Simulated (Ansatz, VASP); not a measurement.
# One calculation of GaAs, two programs

```
Ga As
1.0
     0.00000    2.82685    2.82685
     2.82685    0.00000    2.82685
     2.82685    2.82685    0.00000
Ga As
1 1
Direct
  0.00000 0.00000 0.00000
  0.25000 0.25000 0.25000
```

Alike in both runs: task single point; functional PBE; k mesh 8 × 8 × 8; no spin polarisation.

```csv
,VASP,Ansatz
version,VASP 6.6.1,Ansatz 0.2.0
potentials or method,"VASP PAW PBE potentials, release 64 (Ga_d, As)","plane waves, PAW"
plane-wave cutoff (eV),520,420
occupations,"gaussian, width 0.01 eV",fixed
valence electrons in the cell,18,28
```

|  | VASP | Ansatz | Ansatz less VASP |
| --- | --- | --- | --- |
| gap on the k mesh at the Fermi level (eV) | 0.52 | 0.52 | -0.004 |

The two sets of potentials don't hold the same shells in valence.

A k mesh can miss the band edges.
